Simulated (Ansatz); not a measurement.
# Ga in Cu(111), 2x2: scattering by a point defect

Wanted: the reflection from a plane of defects, Ga in Cu(111), 2x2, and the resistivity it implies.

Method: Ansatz plane-wave DFT, PBE, PAW files; ballistic transport by layer matching (Landauer), zero bias; PAW set soft_1, in the first sound run; inputs show where later runs differ, in Ansatz 0.2.0.

## Step 1: The structure

The cell holds 44 atoms: 43 Cu and 1 Ga. Cell: a = 5.112 Å, b = 5.112 Å, c = 23.005 Å, α = 86.8°, β = 93.2°, γ = 120.0°. It derives from Cu. Regions: lead, 24 atoms (24 Cu); scattering region, 20 atoms (19 Cu and 1 Ga). The structure is stacked along c, and the current runs across the ab planes.

## Step 2: Transmission at ideal sites

The defect sits in one plane of the supercell, all atoms on ideal sites; the layers about the cell's end are the lead. The mesh across the current, 12×12, is finer than the density's, because channels open and close sharply across the zone. Energies from -0.1 to 0.1 eV in steps of 0.05 eV are too few for the program's thermal sum, so it prints no conductance; for a metal the transmission near the Fermi level serves, at a fraction of the cost.

Input file input.yaml:

```yaml
crystal:
  lattice:
    - [5.1123254594, 0.0, 0.0]
    - [-2.5561627297, 4.4274037203, 0.0]
    - [-1.2780813649, 0.73790062, 22.9580794202]
  atoms:
    - { symbol: Cu, position: [0.0075757576, 0.9924242424, 0.0454545455] }
    - { symbol: Cu, position: [0.0075757576, 0.4924242424, 0.0454545455] }
    - { symbol: Cu, position: [0.5075757576, 0.9924242424, 0.0454545455] }
    - { symbol: Cu, position: [0.5075757576, 0.4924242424, 0.0454545455] }
    - { symbol: Cu, position: [0.1893939394, 0.3106060606, 0.1363636364] }
    - { symbol: Cu, position: [0.1893939394, 0.8106060606, 0.1363636364] }
    - { symbol: Cu, position: [0.6893939394, 0.3106060606, 0.1363636364] }
    - { symbol: Cu, position: [0.6893939394, 0.8106060606, 0.1363636364] }
    - { symbol: Cu, position: [0.3712121212, 0.1287878788, 0.2272727273] }
    - { symbol: Cu, position: [0.3712121212, 0.6287878788, 0.2272727273] }
    - { symbol: Cu, position: [0.8712121212, 0.1287878788, 0.2272727273] }
    - { symbol: Cu, position: [0.8712121212, 0.6287878788, 0.2272727273] }
    - { symbol: Cu, position: [0.053030303, 0.946969697, 0.3181818182] }
    - { symbol: Cu, position: [0.053030303, 0.446969697, 0.3181818182] }
    - { symbol: Cu, position: [0.553030303, 0.946969697, 0.3181818182] }
    - { symbol: Cu, position: [0.553030303, 0.446969697, 0.3181818182] }
    - { symbol: Cu, position: [0.2348484848, 0.2651515152, 0.4090909091] }
    - { symbol: Cu, position: [0.2348484848, 0.7651515152, 0.4090909091] }
    - { symbol: Cu, position: [0.7348484848, 0.2651515152, 0.4090909091] }
    - { symbol: Cu, position: [0.7348484848, 0.7651515152, 0.4090909091] }
    - { symbol: Ga, position: [0.4166666667, 0.0833333333, 0.5] }
    - { symbol: Cu, position: [0.4166666667, 0.5833333333, 0.5] }
    - { symbol: Cu, position: [0.9166666667, 0.0833333333, 0.5] }
    - { symbol: Cu, position: [0.9166666667, 0.5833333333, 0.5] }
    - { symbol: Cu, position: [0.0984848485, 0.9015151515, 0.5909090909] }
    - { symbol: Cu, position: [0.0984848485, 0.4015151515, 0.5909090909] }
    - { symbol: Cu, position: [0.5984848485, 0.9015151515, 0.5909090909] }
    - { symbol: Cu, position: [0.5984848485, 0.4015151515, 0.5909090909] }
    - { symbol: Cu, position: [0.2803030303, 0.2196969697, 0.6818181818] }
    - { symbol: Cu, position: [0.2803030303, 0.7196969697, 0.6818181818] }
    - { symbol: Cu, position: [0.7803030303, 0.2196969697, 0.6818181818] }
    - { symbol: Cu, position: [0.7803030303, 0.7196969697, 0.6818181818] }
    - { symbol: Cu, position: [0.4621212121, 0.0378787879, 0.7727272727] }
    - { symbol: Cu, position: [0.4621212121, 0.5378787879, 0.7727272727] }
    - { symbol: Cu, position: [0.9621212121, 0.0378787879, 0.7727272727] }
    - { symbol: Cu, position: [0.9621212121, 0.5378787879, 0.7727272727] }
    - { symbol: Cu, position: [0.1439393939, 0.8560606061, 0.8636363636] }
    - { symbol: Cu, position: [0.1439393939, 0.3560606061, 0.8636363636] }
    - { symbol: Cu, position: [0.6439393939, 0.8560606061, 0.8636363636] }
    - { symbol: Cu, position: [0.6439393939, 0.3560606061, 0.8636363636] }
    - { symbol: Cu, position: [0.3257575758, 0.1742424242, 0.9545454545] }
    - { symbol: Cu, position: [0.3257575758, 0.6742424242, 0.9545454545] }
    - { symbol: Cu, position: [0.8257575758, 0.1742424242, 0.9545454545] }
    - { symbol: Cu, position: [0.8257575758, 0.6742424242, 0.9545454545] }
kpoints:
  mp_grid: { grid: [5, 5, 1] }
hamiltonian:
  xc: pbe
  pseudopotentials: { kind: paw, azcp: { folder: soft_1 } }
scf:
  occupations: { method: fermi_dirac, width: 0.1 }
output:
  transmission: { leads: [[0, 4]], kmesh: [12, 12], e_range: [-0.1, 0.1], de: 0.05 }
  write_potential: true
  write_density: true
  volumetric_format: npy
  elf: true
```

The run is started by

```sh
> ansatz run input.yaml --threads 4 --pin off --max-ram 15360MiB --backend cpu --events-out ev --progress --plain --runs-dir out
```

Numbers of over 12 decimals in the logs are rounded to 6 here.

The log of the run:

```text
Engine: ansatz 0.2.0, aarch64-unknown-linux-gnu
Pseudopotentials: kind: paw
Pseudopotential: Cu, paw, valence charge 19, recommended cutoff 420 eV (normal), soft_1/Cu.paw.azcp
Pseudopotential: Ga, paw, valence charge 13, recommended cutoff 420 eV (normal), soft_1/Ga.paw.azcp
Functional definition: PBE
  parameter kappa = 0.804
  parameter beta = 0.066725
  exchange = pbe_x(kappa = kappa, mu = beta*pi^2/3)
  correlation = pbe_c(beta = beta)
Crystal: 44 atoms, lattice volume = 519.641 Å³
Basis set: ecut = 420 eV, 10219 PW (Γ)
Bands: 498, of which v1, the nominal top of the filled ones, is band 415 counted from 1 (414 counted from 0)
Symmetry: 4 space group operations
Space group: C2/m (ITA 12), of the structure as read, at distance tolerance 8.0e-5 Å
k-points: 9 of 25
Non-local potential: Cu, projectors of the file, l = 0: 3, l = 1: 2, l = 2: 3, l = 3: 1
Non-local potential: Ga, projectors of the file, l = 0: 2, l = 1: 2, l = 2: 3, l = 3: 1
PAW form: soft (Blöchl's): semilocal exchange-correlation on the pseudo side does not see the compensation charge
PAW one-centre angular grid: Cu, 590 points (default); XC on 64 Gauss nodes
PAW one-centre angular grid: Ga, 590 points (default); XC on 64 Gauss nodes
Initial density: superposition of atomic densities (chi_scale 0.1, normalization cell, long waves kept (reshape's long-wave potential 0.34 eV rms))
Initial wavefunctions: pseudopotential atomic-orbital guess
Functional: x = pbe(κ = 0.804, μ = 0.219515), c = pbe(β = 0.066725)
SCF iter   1: F=—  HF=-288708.706983 eV  |F-HF|=—  |Δ(HF+E_count)|=         —  Δρ=2.76e-1  dr2=3.84e2  ethr=3.10e-3  ⟨swp⟩=5.0  Hψ=13393  notcnv=0  defer=24
preconditioner: auto → Kerker (q_TF=auto, 2.950 Å⁻¹)  [metal: Δε(μ)=0.008 eV  Ē_g=9.338 eV  σ=0.100 eV  W_gap=0.02  n_scr=240 (ndim 8)  ℏωp=35.9 eV  f_vac=0.000  D(μ)=20.72/eV (n_scr^D=166)]
SCF iter   2: F=—  HF=-288674.429186 eV  |F-HF|=—  |Δ(HF+E_count)|=    3.43e1  Δρ=7.98e-2  dr2=9.62e1  ethr=3.10e-3  ⟨swp⟩=2.0  Hψ=8702  notcnv=0  defer=503
SCF iter   3: F=—  HF=-288668.001125 eV  |F-HF|=—  |Δ(HF+E_count)|=    6.43e0  Δρ=4.83e-2  dr2=3.18e1  ethr=3.10e-3  ⟨swp⟩=2.0  Hψ=5294  notcnv=0  defer=548
SCF iter   4: F=—  HF=-288666.167985 eV  |F-HF|=—  |Δ(HF+E_count)|=    1.83e0  Δρ=1.24e-2  dr2=1.25e1  ethr=3.10e-3  ⟨swp⟩=2.0  Hψ=6103  notcnv=0  defer=548
SCF iter   5: F=—  HF=-288666.502747 eV  |F-HF|=—  |Δ(HF+E_count)|=   3.35e-1  Δρ=4.90e-3  dr2=3.86e0  ethr=1.50e-3  ⟨swp⟩=2.0  Hψ=5258  notcnv=0  defer=550
SCF iter   6: F=—  HF=-288666.405771 eV  |F-HF|=—  |Δ(HF+E_count)|=   9.70e-2  Δρ=8.02e-3  dr2=1.73e0  ethr=4.65e-4  ⟨swp⟩=2.0  Hψ=5995  notcnv=0  defer=552
SCF iter   7: F=—  HF=-288666.376827 eV  |F-HF|=—  |Δ(HF+E_count)|=   2.89e-2  Δρ=2.46e-3  dr2=2.91e-1  ethr=2.09e-4  ⟨swp⟩=1.3  Hψ=4624  notcnv=0  defer=550
SCF iter   8: F=—  HF=-288666.371148 eV  |F-HF|=—  |Δ(HF+E_count)|=   5.68e-3  Δρ=1.01e-3  dr2=2.92e-2  ethr=3.50e-5  ⟨swp⟩=1.0  Hψ=4466  notcnv=0  defer=550
SCF iter   9: F=—  HF=-288666.372267 eV  |F-HF|=—  |Δ(HF+E_count)|=   1.12e-3  Δρ=4.36e-4  dr2=2.31e-3  ethr=3.52e-6  ⟨swp⟩=1.0  Hψ=3928  notcnv=0  defer=550
SCF iter  10: F=—  HF=-288666.372326 eV  |F-HF|=—  |Δ(HF+E_count)|=   5.90e-5  Δρ=1.19e-4  dr2=1.87e-4  ethr=2.78e-7  ⟨swp⟩=2.0  Hψ=5315  notcnv=0  defer=550
SCF iter  11: F=—  HF=-288666.372343 eV  |F-HF|=—  |Δ(HF+E_count)|=   1.69e-5  Δρ=8.24e-5  dr2=7.57e-5  ethr=2.25e-8  ⟨swp⟩=2.0  Hψ=7265  notcnv=0  defer=550
SCF iter  12: F=—  HF=-288666.372230 eV  |F-HF|=—  |Δ(HF+E_count)|=   1.13e-4  Δρ=5.17e-5  dr2=3.89e-5  ethr=9.12e-9  ⟨swp⟩=2.0  Hψ=6030  notcnv=0  defer=550
SCF iter  13: F=—  HF=-288666.372227 eV  |F-HF|=—  |Δ(HF+E_count)|=   2.45e-6  Δρ=2.37e-5  dr2=6.76e-6  ethr=4.69e-9  ⟨swp⟩=2.0  Hψ=6100  notcnv=0  defer=550
SCF iter  14: F=—  HF=-288666.372227 eV  |F-HF|=—  |Δ(HF+E_count)|=   7.75e-7  Δρ=1.08e-5  dr2=3.01e-6  ethr=8.15e-10  ⟨swp⟩=2.0  Hψ=6058  notcnv=0  defer=550
SCF iter  15: F=—  HF=-288666.372227 eV  |F-HF|=—  |Δ(HF+E_count)|=   4.19e-9  Δρ=8.33e-6  dr2=5.78e-7  ethr=3.63e-10  ⟨swp⟩=2.0  Hψ=6088  notcnv=0  defer=550
SCF iter  16: F=-288666.372227 eV  HF=-288666.372227 eV  |F-HF|=9.65e-8  |Δ(HF+E_count)|=   8.84e-8  Δρ=2.94e-6  dr2=8.51e-8  ethr=1.20e-11  ⟨swp⟩=7.1  Hψ=18513  notcnv=0
SCF 1 converged in 16 iterations: F = -288666.372227 eV  dr2 = 8.51e-8
  greatest PAW one-centre occupation: 1.000 electrons in one spin orbital (limit 2), on the Cu atom at site 25 (counted from 0), in its partial waves of l = 0
transmission: 151 of 1505 steps passed
transmission: 303 of 1505 steps passed
[...]
transmission: 1505 of 1505 steps passed
SCF converged after 16 iterations
Free energy (F): -288666.372227 eV
Harris-Foulkes:  -288666.372227 eV  (|F-HF|=9.65e-8)
Internal energy: -288665.888252 eV  (E = F + TS)
E sigma→0 (E₀):  -288666.130239 eV
Entropy (-TS):   -0.483975 eV (-10.999 meV/atom)
Fermi energy:    16.375079 eV
--- Per-component energies (eV) ---
  E_band       = -15739.766173
  E_kinetic    = 11371.611761
  E_local      = -195360.620020  (includes V_loc(G=0)·N_el)
  E_nonlocal   = 38160.956698
  E_hartree    = 83123.587282
  E_xc         = -3034.247439
  E_vxc        = -3892.544510  (∫ρ·V_xc dr)
  E_paw        = -80025.336544  (= ΣΔE_a)
  E_vpaw       = -32266.408231  (= ΣTr[D̂ρ^β])
  E_aug_tail   = 0.043979  (compensation charges beyond the density's cutoff)
  E_ewald      = -142901.883970
  E_smearing   = -0.483975  (= −TS)
  E_closure    = 0.000000  (closes the sum)
  Σ components = -288666.372227   (vs F -288666.372227, Δ=0.00e0)
--- Band table (eV; the first three rows and the last of 9) ---
  k-point 0: bands = [... 411 lower, 16.3553, 16.4153, 16.6545, 16.7041, 16.8446, 16.8504, 17.0400, 17.0587, ... 79 higher]
  k-point 1: bands = [... 411 lower, 15.9966, 16.1098, 16.1472, 16.2189, 16.2578, 16.3086, 16.4367, 16.5793, ... 79 higher]
  k-point 2: bands = [... 411 lower, 16.1253, 16.1502, 16.2218, 16.2746, 16.3753, 16.5954, 16.6546, 16.7033, ... 79 higher]
  k-point 8: bands = [... 411 lower, 16.1081, 16.1156, 16.1886, 16.1897, 16.3803, 16.3962, 16.5243, 16.5344, ... 79 higher]
--- Transmission ---
  basis      : 199 plane waves across, 35 finite elements along
  points     : 43, standing for a mesh of 12 x 12
  energies   : 5 from -0.100000 to 0.100000 eV about the Fermi level, 0.050000 eV apart; the leads are filled to 0.000000 eV, and channels, transmission and decay are at 0.000000 eV
  crystal 0  : Cu4, at the sites [0, 4], period 2.0871 Å, over 20.87 Å; its Hamiltonian steps by up to 4.3 meV
    offset         : up to 0.0000 Å between an atom of the period and one for which it stands
    channels       : 3.145833e0 a spin
    conductance    : none, the energies end too early or step too widely for 300 K: set another output.transmission.e_range or a lower de, or, where they end at an eighth of basis.ecutwfc, a higher one
  junction   : crystal 0 to crystal 0, 0.70 to 21.57 Å
    transmission   : 2.922051e0 a spin
    conductance    : none, the energies end too early or step too widely for 300 K: set another output.transmission.e_range or a lower de, or, where they end at an eighth of basis.ecutwfc, a higher one
```

Wall time 4.5 min (4 threads of Arm Neoverse V2, shared host); peak memory 5.1 GiB; 17 min of CPU time.

The column dr2 measures how far the density is from self-consistency, as an energy; F and HF (Harris–Foulkes) agree once it is small.

This step gave:

* free energy: -288666.3722 eV
* energy at zero smearing: -288666.1302 eV
* Fermi energy: 16.38 eV
* cell area: 22.63 Å²
* transmission per spin nearest the Fermi level: 2.922
* open channels per spin nearest the Fermi level: 3.146
* step of the lead's potential: 4.3 meV

Per spin. The transmission, zone mean by energy, zero at the Fermi level:

| energy (eV) | transmission, zone mean |
| --- | --- |
| -0.1000 | 2.89 |
| -0.0500 | 2.92 |
| 0.0000 | 2.92 |
| 0.0500 | 2.92 |
| 0.1000 | 2.92 |

Per spin. The open channels, zone mean, lead by energy, zero at the Fermi level:

| energy (eV) | open channels, zone mean, lead |
| --- | --- |
| -0.1000 | 3.13 |
| -0.0500 | 3.15 |
| 0.0000 | 3.15 |
| 0.0500 | 3.15 |
| 0.1000 | 3.15 |

Transmission over k1 and k2. At 0.0000 eV from the Fermi level.

Ten even steps from '0' (1.22) to '9' (3.80):
```
696666966666
669666966666
666955966666
666555556666
666552255666
999952025999
666655225566
666665555566
666666955966
666666966696
666666966669
966666966666
```
Columns: k1 (b1) from -0.5 to 0.417; rows upwards: k2 (b2) from -0.5 to 0.417.

Open channels over k1 and k2. At 0.0000 eV from the Fermi level.

Ten even steps from '_' (3.00) to '@' (4.00):
```
__@@________@@__________
____@@______@@__________
______@@____@@__________
________________________
________________________
@@@@@@@@__________@@@@@@
________________________
________________________
____________@@____@@____
____________@@______@@__
____________@@________@@
@@__________@@__________
```
Columns: k1 (b1) from -0.5 to 0.417; rows upwards: k2 (b2) from -0.5 to 0.417.

ELF in the ca plane at fractional y = 0.083, with atoms of Ga and Cu within 0.2 Å of it. It is the smooth field of the valence electrons, not physical close to the nuclei.

Values, 8 rows by 16 columns, each cell a mean:
```
0.23 0.24 0.21 0.20 0.24 0.22 0.24 0.27 0.22 0.39 0.25 0.25 0.23 0.23 0.19 0.26
0.22 0.24 0.23 0.20 0.22 0.20 0.22 0.22 0.18 0.18 0.21 0.18 0.20 0.16 0.21 0.19
0.22 0.22 0.19 0.20 0.17 0.17 0.19 0.17 0.27 0.27 0.21 0.17 0.19 0.15 0.21 0.18
0.20 0.20 0.20 0.21 0.17 0.17 0.20 0.21 0.26 0.21 0.27 0.21 0.22 0.20 0.19 0.27
0.23 0.24 0.21 0.20 0.23 0.22 0.25 0.31 0.18 0.10 0.32 0.26 0.24 0.23 0.19 0.26
0.22 0.24 0.23 0.21 0.22 0.20 0.23 0.24 0.25 0.20 0.25 0.18 0.20 0.16 0.21 0.19
0.22 0.22 0.19 0.20 0.17 0.17 0.19 0.17 0.28 0.27 0.20 0.17 0.19 0.15 0.21 0.18
0.20 0.20 0.20 0.21 0.17 0.17 0.20 0.19 0.19 0.17 0.22 0.20 0.22 0.20 0.19 0.27
```
Columns run along c (16.0 Å, from fractional 0.11 to 0.80 of the cell), rows up along a (5.1 Å). Atoms in or near the plane, at fractional coordinates: Ga at (0.50, 0.42), Cu at (0.50, 0.92), Cu at (0.77, 0.46), Cu at (0.77, 0.96).

Valence density in the ca plane at fractional y = 0.083, with atoms of Ga and Cu within 0.2 Å of it. It is the smooth field of the valence electrons, not physical close to the nuclei.

Ten steps, logarithmic in the rise over the least value, from '0' (0 e/Å³) to '9' (49 e/Å³), each cell a mean:
```
00000025531000000000000489620000000000003786
00000148851000000000000489620000000000001453
00000047841000000000000245300000000122100110
00000024420011100001100011000011000243100000
00000001100023310012100000000011000233100111
00000000000024310011100011000011000011001353
00000001100012100000000134210000000000003796
00000025531000000000000379510000000000003786
00000148851000000000000378510000000000001453
00000047841000000000000134200000000122100110
00000024420011100001100001000011000243100000
00000001100023310012100000000011000233100111
00000000000024310011100011100011000011001353
00000001100012100000000246310000000000003796
```
Columns run along c (16.0 Å, from fractional 0.11 to 0.80 of the cell), rows up along a (5.1 Å). Atoms in or near the plane, at fractional coordinates: Ga at (0.50, 0.42), Cu at (0.50, 0.92), Cu at (0.77, 0.46), Cu at (0.77, 0.96).

Electrostatic potential energy in the ca plane at fractional y = 0.083, with atoms of Ga and Cu within 0.2 Å of it. With pseudopotentials it is smooth inside the atoms' cores, unlike the true potential.

Ten even steps from '0' (-44 eV) to '9' (19 eV), each cell a mean:
```
99999962258999999999998400169999999999995001
99999830027999999999998400179999999988997435
99999830038999999999999632589988999756899888
99999964469986789988899987899877898634799999
99999998899963479986799999999867898645899878
99899999999853479987899888899988999878997424
99999997789976789998998899889999999999995000
99999962258999999999998999989999999999995001
99999830027999999999998999989999999988997435
99999830038999999999998899889988999756899888
99999964469986789988899888899877898634799999
99999998899963479986799999999867898645899878
99899999999853479987899977899988999878997424
99999997789976789998999621489999999999995000
```
Columns run along c (16.0 Å, from fractional 0.11 to 0.80 of the cell; values clipped at the 3rd and 97th percentile), rows up along a (5.1 Å). Atoms in or near the plane, at fractional coordinates: Ga at (0.50, 0.42), Cu at (0.50, 0.92), Cu at (0.77, 0.46), Cu at (0.77, 0.96).

Over the solved energies the transmission per spin lies between 2.89 and 2.92, out of 3.14 channels of the lead on average (up to 3.15).

## Step 3: Resistance at ideal sites

This step: Ansatz plane-wave DFT, PBE, PAW files; ballistic transport by layer matching (Landauer), zero bias; area resistance of the defect plane and resistivity an atomic per cent; PAW set soft_1 (Ansatz 0.2.0).

Numbers from this step:

| Property | Result |
| --- | --- |
| area resistance | 0.07133 fΩ m² |
| T over the leads' mean channel count | 0.9287 |
| resistivity per at.% scaled from this dense plane, with the factor 3/4 for isotropic scattering | 1.025 µΩ cm |

Averaged over the energies near the Fermi level, 92.9 % of the channels pass, which makes 0.0713 fΩ m².

By hand, with T and the leads' channels N averaged over the energies near the Fermi level: RA = A (h/2e²)(1/T − 1/N) = 22.63×10⁻²⁰ m² × 12 906 Ω × (1/2.921 − 1/3.146) = 0.0713 fΩ m². Per atomic per cent: RA × A / V_atom × 0.01 × 3/4 = 1.03 µΩ cm, with the host's V_atom = 11.81 Å³.

[end of part 1 of 3]

[Logs are printed without paths, hosts, clocks, repeated set-up lines and the standing remarks that a program may print on its own settings, such as how far it seeks lower states.]

[Hosts, paths, dates, database ids (printed as entryN), source tags and the programs' standing remarks are cut or masked in the printed files.]
